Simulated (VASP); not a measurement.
## NaH in VASP 6.6.1, single-point calculation

INCAR

```
SIGMA = 0.02
LASPH = .TRUE.
NELM = 120
LCHARG = .FALSE.
NBANDS = 28
IBRION = -1
PREC = Accurate
LREAL = .FALSE.
NELECT = 8.02
ISMEAR = -1
EDIFF = 1E-7
NSW = 0
ISIF = 2
ENCUT = 520
LWAVE = .FALSE.
GGA = PE
```

KPOINTS

```
KPOINTS created by Atomic Simulation Environment
0
Gamma
10 10 10
0 0 0
```

POSCAR

```
Na H
 1.0000000000000000
     0.0000000000000000    2.3975116422000000    2.2829105856999998
     2.3975116422000000    0.0000000000000000    2.2829105856999998
     2.3975116422000000    2.3975116422000000    0.0000000000000000
 Na  H
   1   1
Cartesian
  0.0000000000000000  0.0000000000000000  0.0000000000000000
  2.3975116421999996  2.3975116421999996  2.2829105856999994
```

The recommended PBE PAW datasets give the neutral cell 8 valence electrons.

Command

```
mpirun -np 1 vasp_std
```

How does this run end, and what does it give?

It converged. Results: pressure 2.6 GPa.

OSZICAR

```
N       E                     dE             d eps       ncg     rms          rms(c)
DAV:   1     0.730229502237E+02    0.73023E+02   -0.29533E+03  6016   0.305E+02
DAV:   2    -0.136063015709E+01   -0.74384E+02   -0.70042E+02  6128   0.140E+02
DAV:   3    -0.543259158422E+01   -0.40720E+01   -0.40452E+01  6884   0.251E+01
DAV:   4    -0.545114396717E+01   -0.18552E-01   -0.18548E-01  6652   0.169E+00
DAV:   5    -0.545116778698E+01   -0.23820E-04   -0.23819E-04  6496   0.631E-02    0.326E+00
DAV:   6    -0.510133669962E+01    0.34983E+00   -0.28143E-01  7104   0.113E+00    0.151E+00
DAV:   7    -0.500360738700E+01    0.97729E-01   -0.25045E-01  7060   0.870E-01    0.325E-01
DAV:   8    -0.500753575955E+01   -0.39284E-02   -0.67183E-03  6588   0.399E-01    0.629E-02
DAV:   9    -0.500759201070E+01   -0.56251E-04   -0.37563E-04  6960   0.125E-01    0.144E-02
DAV:  10    -0.500757879157E+01    0.13219E-04   -0.23219E-05  6372   0.199E-02    0.306E-03
DAV:  11    -0.500757956936E+01   -0.77779E-06   -0.18353E-06  6728   0.303E-03    0.199E-03
DAV:  12    -0.500757932034E+01    0.24902E-06   -0.84777E-08  6700   0.942E-04    0.179E-04
DAV:  13    -0.500757933562E+01   -0.15287E-07   -0.15063E-09  3776   0.148E-04
   1 F= -.50075793E+01 E0= -.50073159E+01  d E =-.526807E-03
```

The cell is charged and sits in a uniform background.

For comparison, a separate PBE run of the intended cell, on usual settings and not on those above, gives a gap of 3.85 eV on its mesh and a pressure of 2.0 GPa.
